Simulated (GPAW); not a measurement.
# WS2 (Tungstenite) (P6_3/mmc) in GPAW: a series of runs

The runs below take WS2 (Tungstenite) through equation of state, band structure, with LDA, PBE, optB88-vdW.

All numbers are computed with GPAW 26.7.0; they aren't measurements. Logs are shortened: lines on timing, memory, paths and dates and some standing lists are left out, and cuts for length are marked. The log counts tension as positive stress, the text compression.

## (1) Starting point

The structure is hexagonal, space group P6_3/mmc (No. 194). Conventional cell: a = 3.180 Å, b = 3.180 Å, c = 12.500 Å, α = 90.00°, β = 90.00°, γ = 120.00°. Around W (site symmetry -6m2) lie 6 S at 2.41 Å. S (site symmetry 3m) has 3 W at 2.41 Å as nearest neighbours.

## (2) Equation of state, LDA

File run.py:

```python
from ase.eos import EquationOfState
from ase.io import Trajectory, read
from ase.units import GPa
from gpaw import GPAW, PW, setup_paths

setup_paths.insert(0, '.')

atoms = read('WS2.xyz')

traj = Trajectory('eos.traj', 'w')
volumes, energies = [], []
for x in [0.94, 0.96, 0.98, 1.0, 1.02, 1.04, 1.06]:
    a = atoms.copy()
    a.set_cell(atoms.cell * x**(1 / 3), scale_atoms=True)
    calc = GPAW(mode=PW(600),
                xc='LDA',
                kpts={'size': (6, 6, 2), 'gamma': True},
                occupations={'name': 'fermi-dirac', 'width': 0.05},
                setups={'S': 'jth', 'W': 'jth'},
                nbands=-20,
                convergence={'density': 1e-05, 'energy': 1e-05},
                maxiter=150,
                txt=f'eos-{x:.2f}.txt')
    a.calc = calc
    energies.append(a.get_potential_energy(force_consistent=True))
    volumes.append(a.get_volume())
    p = -a.get_stress()[:3].mean() / GPa
    calc.write(f'eos-{x:.2f}.gpw')
    traj.write(a)
    print(f'{x:.2f} {volumes[-1]:10.4f} A^3 {energies[-1]:14.6f} eV {p:9.3f} GPa', flush=True)

v0, e0, B = EquationOfState(volumes, energies, eos='birchmurnaghan').fit()
print(f'V0 = {v0:.4f} A^3, E0 = {e0:.6f} eV, B0 = {B / GPa:.2f} GPa')
```

File WS2.xyz:

```xyz
6
Lattice="3.1800000000 0.0000000000 0.0000000000 -1.5900000000 2.7539607840 0.0000000000 0.0000000000 0.0000000000 12.5000000000" Properties=species:S:1:pos:R:3 pbc="T T T"
W      1.5900000002      0.9179869279      9.3750000000
W     -0.0000000002      1.8359738561      3.1250000000
S      1.5900000002      0.9179869279      4.6875000000
S     -0.0000000002      1.8359738561     10.9375000000
S      1.5900000002      0.9179869279      1.5625000000
S     -0.0000000002      1.8359738561      7.8125000000
```

Potentials or basis: JTH PAW 2.0, LDA, pw.

Started as:

```console
> OMP_NUM_THREADS=1 python run.py
```

What it wrote:

```text
__  _  _
 | _ |_)|_||  |
 |__||  | ||/\| - 26.7.0

Input parameters:
  mode=PW(ecut=600.0),
  convergence={'density': 1e-05, 'energy': 1e-05},
  kpts=MonkhorstPack(size=(6, 6, 2), gamma=True),
  maxiter=150,
  nbands=-20,
  occupations=Occupations(name='fermi-dirac', width=0.05),
  setups={'S': 'jth', 'W': 'jth'},
  xc=XC(name='LDA')

Diagonalizing LCAO Hamiltonian
Converting LCAO to pw mode

        S

           W
        S

           S
        W

           S

Atoms  # Å, Bohr magnetons
|   | symbol |         x |        y |         z |    initial magnetic moments |
|---|--------|-----------|----------|-----------|-----------------------------|
| 0 |      W |  1.557542 | 0.899247 |  9.183620 | ( 0.0000,  0.0000,  0.0000) |
| 1 |      W | -0.000000 | 1.798494 |  3.061207 | ( 0.0000,  0.0000,  0.0000) |
| 2 |      S |  1.557542 | 0.899247 |  4.591810 | ( 0.0000,  0.0000,  0.0000) |
| 3 |      S | -0.000000 | 1.798494 | 10.714223 | ( 0.0000,  0.0000,  0.0000) |
| 4 |      S |  1.557542 | 0.899247 |  1.530603 | ( 0.0000,  0.0000,  0.0000) |
| 5 |      S | -0.000000 | 1.798494 |  7.653016 | ( 0.0000,  0.0000,  0.0000) |

Unit cell  # Å
| periodic |         x |        y |         z |   lengths |     angles |
|----------|-----------|----------|-----------|-----------|------------|
|      yes |  3.115084 | 0.000000 |  0.000000 |  3.115084 |  90.000000 |
|      yes | -1.557542 | 2.697742 |  0.000000 |  3.115084 |  90.000000 |
|      yes |  0.000000 | 0.000000 | 12.244826 | 12.244826 | 120.000000 |

Number of symmetries: 12
Symmetry operations  # r_c * U_cc + t_c -> r_c
|    | kind |            matrix            |
|----|------|------------------------------|
|  0 |  σ   |  1, 1, 0,  0,-1, 0,  0, 0, 1 |
|  1 |  S6  |  1, 1, 0, -1, 0, 0,  0, 0,-1 |
|  2 |  E   |  1, 0, 0,  0, 1, 0,  0, 0, 1 |
|  3 |  C2  |  1, 0, 0, -1,-1, 0,  0, 0,-1 |
|  4 |  C2  |  0, 1, 0,  1, 0, 0,  0, 0,-1 |
|  5 |  C3  |  0, 1, 0, -1,-1, 0,  0, 0, 1 |
|  6 |  S6  |  0,-1, 0,  1, 1, 0,  0, 0,-1 |
|  7 |  σ   |  0,-1, 0, -1, 0, 0,  0, 0, 1 |
|  8 |  σ   | -1, 0, 0,  1, 1, 0,  0, 0, 1 |
|  9 |  i   | -1, 0, 0,  0,-1, 0,  0, 0,-1 |
| 10 |  C3  | -1,-1, 0,  1, 0, 0,  0, 0, 1 |
| 11 |  C2  | -1,-1, 0,  0, 1, 0,  0, 0,-1 |

BZ-sampling:
  Number of BZ points: 72
  Number of IBZ points: 14

  Monkhorst-Pack size: [6, 6, 2]
  Monkhorst-Pack shift: [0.08333333333333333, 0.08333333333333333, 0.25]

K-points  # in reciprocal-cell coordinates
|     |                                coordinates |     weight |
|-----|--------------------------------------------|------------|
|   0 | (  0.00000000,   0.00000000,   0.00000000) | 0.01388889 |
|   1 | (  0.00000000,   0.00000000,   0.50000000) | 0.01388889 |
|   2 | (  0.16666667,   0.00000000,   0.00000000) | 0.08333333 |
|   3 | (  0.16666667,   0.00000000,   0.50000000) | 0.08333333 |
|   4 | (  0.33333333,  -0.16666667,   0.00000000) | 0.08333333 |
|   5 | (  0.33333333,  -0.16666667,   0.50000000) | 0.08333333 |
|   6 | (  0.33333333,   0.00000000,   0.00000000) | 0.08333333 |
|   7 | (  0.33333333,   0.00000000,   0.50000000) | 0.08333333 |
|   8 | (  0.33333333,   0.33333333,   0.00000000) | 0.02777778 |
|   9 | (  0.33333333,   0.33333333,   0.50000000) | 0.02777778 |
| ... |                                            |            |
|  13 | (  0.50000000,   0.50000000,   0.50000000) | 0.04166667 |

Plane wave coefficients: 3469
Cutoff: 600.0 eV

Spin-components: 1 (collinear spins)
Bands:           46
Projectors:      28
Spin-degeneracy: 2
Datatype:        complex128

Parallelization:
  kpt:    1
  domain: 1
  band:   1

Density:
  Valence electrons: 52.0
  Components: 1
  Grid points: [18 18 70]
  Charge: 0.0  # |e|

Potential:
  Grid points: [18 18 70]

species:
  W:
    name:    Tungsten
    Z:       74.0
    valence: 14
    core:    60
    charge:  0.0  # [|e|]
    compensation charges:
      type: bessel
      rc: 1.11  # [Å]
      lmax: 2
    cutoffs:
      filter: 1.28  # [Å]
      core: 3.06  # [Å]
    projectors
    | kind |    occ | energy [eV] | rcut [Å] |
    |------|--------|-------------|----------|
    |   5s |  2.000 |     -79.298 |    1.168 |
    |   6s |  2.000 |      -5.903 |    1.168 |
    |   5p |  6.000 |     -43.386 |    1.276 |
    |   6p |  0.000 |      -1.463 |    1.276 |
    |   5d |  4.000 |      -4.679 |    1.168 |
    |    d |        |       4.082 |    1.168 |

    Using partial waves for W as LCAO basis

  S:
    name:    Sulfur
    Z:       16.0
    valence: 6
    core:    10
    charge:  0.0  # [|e|]
    compensation charges:
      type: sinc
      rc: 0.74  # [Å]
      lmax: 2
    cutoffs:
      filter: 1.01  # [Å]
      core: 1.67  # [Å]
    projectors
    | kind |    occ | energy [eV] | rcut [Å] |
    |------|--------|-------------|----------|
    |   3s |  2.000 |     -17.281 |    1.007 |
    |    s |        |      54.423 |    1.007 |
    |   3p |  4.000 |      -7.107 |    1.007 |
    |    p |        |       6.803 |    1.007 |

    Using partial waves for S as LCAO basis

Reference energy: -921310.046638  # eV

eigensolver:
  PPCG
  Converge bands: occupied
  niter=2

density mixing:
  MSR1-Mixer
  Pratt-step length: 0.05
  Maximum mixing coefficient: 0.75
  Old densities: 10
  SVD Regularization: 0.005
  Good broyden scale: 1.0
  Trust region scale: 1.0
  Backstep threshold: 4.0
  History deletion threshold: 6.0
  Fourier metric: weight=20.0, sigma=0.015

occupation numbers:
  Fermi-Dirac:
    width: 0.0500  # eV

poisson solver:
  ecut: 4800.0  # eV

xc functional:
  name: None

convergence criteria:
- Maximum integral of absolute [dens]ity change: 1e-05 electrons / valence electron
- Maximum [total energy] change in last 3 cyles: 1e-05 eV / valence electron
- Maximum integral of absolute [eigenst]ate change: 4e-08 eV^2 / valence electron
maximum number of iterations: 150

SCF iterations
|iter     | |      energy | eigst |  dens |
|---------|-|-------------|-------|-------|
|iter:   1| |  -49.578592 | +0.46 |       |
|iter:   2| |  -50.017045 | -0.86 | -1.19 |
|iter:   3| |  -51.296406 | -0.83 | -1.22 |
|iter:   4| |  -49.230884 | -1.38 | -1.14 |
|iter:   5| |  -49.199100 | -2.52 | -1.70 |
|iter:   6| |  -49.260936 | -2.96 | -1.92 |
|iter:   7| |  -49.185812 | -3.32 | -1.98 |
|iter:   8| |  -49.184873 | -4.19 | -2.64 |
|iter:   9| |  -49.184869 | -5.55 | -3.21 |
|iter:  10| |  -49.184868c| -7.04 | -4.03 |
|iter:  11| |  -49.184868c| -7.54c| -4.53 |
|iter:  12| |  -49.184868c| -8.13c| -5.07c|

Converged in 12 steps
Energy contributions relative to reference atoms: (reference = -921310.046638)

Energy contributions:
  Kinetic:          71.418093
  Coulomb:         -68.837615
  Zero:             -0.411455
  External:          0.000000
  Xc:              -51.353888
  Entropy:          -0.000007
  Spinorbit:         0.000000
  ----------------------------
  Free energy:     -49.184872
  Extrapolated:    -49.184868

dipole moment: (0.001808, 0.003131, 0.014212)  # |e|*Ang

Fermi level: 8.584
Eigenvalues  # (at kpt = [0.000, 0.000, 0.000])
| band index |      eig [eV] | occ [0-2] |
|------------|---------------|-----------|
|          0 |       -66.420 |     2.000 |
|        ... |               |           |
|         18 |         4.353 |     2.000 |
|         19 |         5.700 |     2.000 |
|         20 |         5.700 |     2.000 |
|         21 |         5.746 |     2.000 |
|         22 |         5.746 |     2.000 |
|         23 |         6.587 |     2.000 |
[... 8 lines left out ...]
|         32 |        10.857 |     0.000 |
|         33 |        10.857 |     0.000 |
|        ... |               |           |
|         45 |        20.790 |     0.000 |

Gap: 0.919 eV
Transition (v -> c):
  (s=0, k=0, n=25, [0.00, 0.00, 0.00]) -> (s=0, k=4, n=26, [0.33, -0.17, 0.00])
Direct/indirect transitions are different
Direct gap: 1.850 eV
Transition at: (s=0, k=8, n=25, [0.33, 0.33, 0.00])

Stress tensor  # eV/Ang^3
|         x |         y |         z |
|-----------|-----------|-----------|
| -0.022475 |  0.000000 |  0.000000 |
|  0.000000 | -0.022475 |  0.000000 |
|  0.000000 |  0.000000 | -0.039597 |

# Writing to eos-0.94.gpw (mode='')
```

It took 6 min on 1 thread of Arm Neoverse V1, shared host; peak memory 0.47 GiB.

What came out:

- Equilibrium volume: 17.60 Å³/atom
- Bulk modulus at fixed shape and positions: 167 GPa
- Pressure derivative of the bulk modulus: 3.2 (rough: it moves with the points fitted)

Energy against volume, from the lowest point:
```tsv
volume (Å³/atom)	energy (meV/atom)
17.150	6.31
17.515	0.00
17.880	2.42
18.245	11.39
18.610	27.73
18.975	50.01
19.340	78.07
```

Caveat: the k mesh is coarse (spacing up to 0.38 Å⁻¹), so the values aren't converged; the program truncates these outside data sets; the cell was scaled at fixed shape and fractional positions, which overstates the stiffness of a crystal with free parameters, most of all of layers and chains. Spin-orbit coupling is left out, which matters for the levels of W.

## (3) Band structure, PBE

File run.py:

```python
from ase.dft.bandgap import bandgap
from ase.io import read, write
from ase.units import GPa
from gpaw import GPAW, PW

atoms = read('WS2.cif')

calc = GPAW(mode=PW(600),
            xc='PBE',
            kpts={'size': (6, 6, 2), 'gamma': True},
            occupations={'name': 'fermi-dirac', 'width': 0.05},
            setups={'S': 'v3'},
            nbands=-20,
            convergence={'density': 1e-05, 'energy': 1e-05},
            maxiter=150,
            txt='gpaw.txt')
atoms.calc = calc
energy = atoms.get_potential_energy()
forces = atoms.get_forces()
stress = atoms.get_stress()
calc.write('gs.gpw')
write('result.traj', atoms)
print(f'Energy: {energy:.6f} eV')
print('Forces (eV/A):')
print(forces.round(4))
print('Stress (GPa):', (stress / GPa).round(3))
print('Fermi level:', round(calc.get_fermi_level(), 4), 'eV')
print(f'Gap: {bandgap(calc)[0]:.4f} eV, direct: {bandgap(calc, direct=True)[0]:.4f} eV')

path = atoms.cell.bandpath('GMKGALHA,LM,KH', npoints=100, eps=1e-4)
bs_calc = calc.fixed_density(kpts=path, symmetry='off', nbands=-36,
                             convergence={'bands': 'CBM+6.0', 'eigenstates': 1e-6}, txt='bands.txt')
bs = bs_calc.band_structure()
bs.write('bs.json')
print(f'Gap on the path: {bandgap(bs_calc)[0]:.4f} eV')
```

File WS2.cif:

```cif
data_WS2
_cell_length_a 3.18000000
_cell_length_b 3.18000000
_cell_length_c 12.50000000
_cell_angle_alpha 90.00000000
_cell_angle_beta 90.00000000
_cell_angle_gamma 120.00000000
_space_group_name_H-M_alt 'P1'
_space_group_name_Hall 'P 1'
_space_group_IT_number 1
loop_
_space_group_symop_operation_xyz
'x,y,z'
loop_
_atom_site_label
_atom_site_type_symbol
_atom_site_symmetry_multiplicity
_atom_site_Wyckoff_symbol
_atom_site_fract_x
_atom_site_fract_y
_atom_site_fract_z
_atom_site_occupancy
W1 W 1 a 0.6666666667 0.3333333333 0.7500000000 1
W2 W 1 a 0.3333333333 0.6666666667 0.2500000000 1
S1 S 1 a 0.6666666667 0.3333333333 0.3750000000 1
S2 S 1 a 0.3333333333 0.6666666667 0.8750000000 1
S3 S 1 a 0.6666666667 0.3333333333 0.1250000000 1
S4 S 1 a 0.3333333333 0.6666666667 0.6250000000 1
```

Potentials or basis: GPAW PAW data sets (gpaw-data 1.2.1), newer versions, pw.

Started as:

```console
> OMP_NUM_THREADS=1 python run.py
```

Run time: 5.4 min. Hardware: 1 thread of Arm Neoverse V1, shared host; peak memory 0.72 GiB.

The run converged. Its results:

```
Free energy             : -44.3480 eV
Pressure                : 2.3 GPa
Largest force           : 0.144 eV/Å
Band gap on the k mesh  : 1.05 eV, indirect (least direct gap 1.74 eV)
Band gap along the path : 1.05 eV, indirect (least direct gap 1.74 eV)
```

Forces in eV/Å, atoms in the order of the input:
```
W    0.000  0.000  0.000
W    0.000  0.000  0.000
S    0.000  0.000  0.144
S    0.000  0.000  0.144
S    0.000  0.000 -0.144
S    0.000  0.000 -0.144
```

Stress tensor (GPa, compression positive):
```
1.65 0.00 0.00
0.00 1.65 0.00
0.00 0.00 3.61
```

Levels at the corners of the path, in eV from the valence-band top:
```csv
point,band 24,band 25,band 26,band 27,band 28,band 29
Γ,-1.57,-1.09,0.00,2.24,2.24,2.25
M,-1.86,-1.67,-1.51,2.19,2.23,2.55
K,-2.90,-0.74,-0.57,1.17,1.17,2.19
Γ,-1.57,-1.09,0.00,2.24,2.24,2.25
A,-2.28,-0.30,-0.30,2.24,2.24,2.24
L,-1.94,-1.58,-1.58,2.21,2.21,2.68
H,-3.02,-0.66,-0.66,1.17,1.17,2.65
A,-2.28,-0.30,-0.30,2.24,2.24,2.24
L,-1.94,-1.58,-1.58,2.21,2.21,2.68
M,-1.86,-1.67,-1.51,2.19,2.23,2.55
K,-2.90,-0.74,-0.57,1.17,1.17,2.19
H,-3.02,-0.66,-0.66,1.17,1.17,2.65
```

Caveat: the k mesh is coarse; spin-orbit coupling is left out, which moves the levels of the heavy elements; this functional lacks dispersion, which binds the layers, so the pressure and a relaxed spacing across them are unreliable. Expect the measured gap to be larger: semilocal functionals such as PBE lack the derivative discontinuity.

## (4) Equation of state, optB88-vdW

File run.py:

```python
from ase.eos import EquationOfState
from ase.io import Trajectory, read
from ase.units import GPa
from gpaw import GPAW, PW

atoms = read('WS2.cif')

traj = Trajectory('eos.traj', 'w')
volumes, energies = [], []
for x in [0.94, 0.96, 0.98, 1.0, 1.02, 1.04, 1.06]:
    a = atoms.copy()
    a.set_cell(atoms.cell * x**(1 / 3), scale_atoms=True)
    calc = GPAW(mode=PW(600),
                xc={'name': 'optB88-vdW', 'backend': 'libvdwxc'},
                kpts={'size': (6, 6, 2), 'gamma': True},
                occupations={'name': 'fermi-dirac', 'width': 0.05},
                nbands=46,
                convergence={'density': 1e-05, 'energy': 1e-05},
                maxiter=150,
                legacy_gpaw=True,
                txt=f'eos-{x:.2f}.txt')
    a.calc = calc
    energies.append(a.get_potential_energy(force_consistent=True))
    volumes.append(a.get_volume())
    calc.write(f'eos-{x:.2f}.gpw')
    traj.write(a)
    print(f'{x:.2f} {volumes[-1]:10.4f} A^3 {energies[-1]:14.6f} eV', flush=True)

v0, e0, B = EquationOfState(volumes, energies, eos='birchmurnaghan').fit()
print(f'V0 = {v0:.4f} A^3, E0 = {e0:.6f} eV, B0 = {B / GPa:.2f} GPa')
```

WS2.cif is that of step 3.

Potentials or basis: GPAW PAW data sets (gpaw-data 1.2.1), pw.

Started as:

```console
> OMP_NUM_THREADS=1 python run.py
```

Wall time 5.7 min (1 thread of Arm Neoverse V1, shared host); peak memory 0.32 GiB.

The run converged. Its results:

- Equilibrium volume: 18.71 Å³/atom
- Bulk modulus at fixed shape and positions: 151 GPa
- Pressure derivative of the bulk modulus: 4.4

Energy against volume, from the lowest point:
```
volume (Å³/atom)  energy (meV/atom)
          17.150              71.68
          17.515              40.46
          17.880              18.72
          18.245               5.59
          18.610               0.00
          18.975               1.41
          19.340               9.03
```

Caveat: the k mesh is coarse (spacing up to 0.38 Å⁻¹), so the values aren't converged; the cell was scaled at fixed shape and fractional positions, which overstates the stiffness of a crystal with free parameters, most of all of layers and chains; the PAW data sets were made with another functional, which shifts forces and pressure a little.

## (5) Summary

| task | level | potentials or basis | data set | band path | band points | older calculator (legacy_gpaw) | V0 of scaled cells (Å³/atom) | B0 (GPa) |
| --- | --- | --- | --- | --- | --- | --- | --- | --- |
| equation of state | LDA | JTH PAW 2.0, LDA, pw | S jth, W jth | - | - | - | 17.60 | 167 |
| band structure | PBE | GPAW PAW data sets (gpaw-data 1.2.1), newer versions, pw | S v3 | GMKGALHA,LM,KH | 100 | - | - | - |
| equation of state | optB88-vdW | GPAW PAW data sets (gpaw-data 1.2.1), pw | - | - | - | yes | 18.71 | 151 |

Alike in all rows: no spin polarisation; cell as given; k mesh 6 × 6 × 2; cutoff (eV) 600; smearing fermi-dirac 0.05 eV; the mesh is coarse, so values aren't converged.

Caveats: some runs use coarse meshes; the cell was scaled at fixed shape and fractional positions, which overstates the stiffness of a crystal with free parameters, most of all of layers and chains (some runs); the program truncates these outside data sets (some runs); spin-orbit coupling is left out, which moves the levels of the heavy elements (some runs); this functional lacks dispersion, which binds the layers, so the pressure and a relaxed spacing across them are unreliable (some runs); the PAW data sets were made with another functional, which shifts forces and pressure a little (some runs).

Total energies depend on the potentials used, so only differences within one code and one set of settings carry meaning.
